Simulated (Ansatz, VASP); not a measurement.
ZnO: VASP beside Ansatz

The input INCAR:

```
SYSTEM = ZnO
  PREC = Accurate
  ENCUT = 520
  EDIFF = 1E-6
  ISMEAR = 0
  SIGMA = 0.05
  LREAL = .FALSE.
  LASPH = .TRUE.
  NELM = 80
  ALGO = Normal
  ISIF = 2
  LWAVE = .FALSE.
  LCHARG = .FALSE.
  GGA = PS
  NBANDS = 26
```

Contents of KPOINTS:

```
regular mesh
0
G
  9 9 6
  0 0 0
```

POSCAR

```
ZnO
1.0
    3.2027414341      0.0000000000      0.0000000000
   -1.6013707170      2.7736554437      0.0000000000
    0.0000000000      0.0000000000      5.3075831045
Zn O
2 2
Direct
    0.3333333333      0.6666666667      0.0015754469
    0.6666666667      0.3333333333      0.5015754469
    0.3333333333      0.6666666667      0.3956145713
    0.6666666667      0.3333333333      0.8956145713
```

Input for Ansatz:

```yaml
crystal:
  lattice:
    - [3.2027414341, 0.0, 0.0]
    - [-1.601370717, 2.7736554437, 0.0]
    - [0.0, 0.0, 5.3075831045]
  atoms:
    - { symbol: Zn, position: [0.3333333333, 0.6666666667, 0.0015754469] }
    - { symbol: Zn, position: [0.6666666667, 0.3333333333, 0.5015754469] }
    - { symbol: O, position: [0.3333333333, 0.6666666667, 0.3956145713] }
    - { symbol: O, position: [0.6666666667, 0.3333333333, 0.8956145713] }
basis:
  ecutwfc: 520.0
kpoints:
  mp_grid: { grid: [9, 9, 6] }
hamiltonian:
  xc: pbesol
  pseudopotentials: { kind: paw, azcp: { folder: soft_1 } }
scf:
  occupations: { method: gaussian, width: 0.05 }
output:
  forces: true
  stress: true
  eigenvalues: true
  write_density: true
  write_potential: true
  elf: true
  volumetric_format: npy
```

Alike in both runs: task single point; functional PBEsol; k mesh 9 × 9 × 6; occupations gaussian, width 0.05 eV; no spin polarisation.

```csv
,VASP,Ansatz
version,VASP 6.6.1,Ansatz 0.2.0
potentials or method,"VASP PAW PBE potentials, release 64 (Zn, O)","scalar-relativistic, plane waves, PAW"
plane-wave cutoff (eV),520,520
valence electrons in the cell,36,36
```

Ansatz gave:

| Property | Result |
| --- | --- |
| gap on the k mesh at the Fermi level (eV) | 0.68 |
| least direct gap on the mesh (eV) | 0.68 |
| pressure (GPa) | 1.2 |
| largest component of the traceless stress (GPa) | 7.21 |
| rms of the force components (eV/Å) | 0.305 |

**Question.** Which values does VASP return?

**Answer.** gap on the k mesh at the Fermi level (eV): 0.66; least direct gap on the mesh (eV): 0.66; pressure (GPa): 1.9; largest component of the traceless stress (GPa): 7.55; rms of the force components (eV/Å): 0.319.

Atom by atom the forces differ by 0.014 eV/Å (rms over components). Ansatz warned: «pseudo_functional_mismatch».

Caveats: the PAW data sets were made with another functional, which shifts forces and pressure a little (VASP).
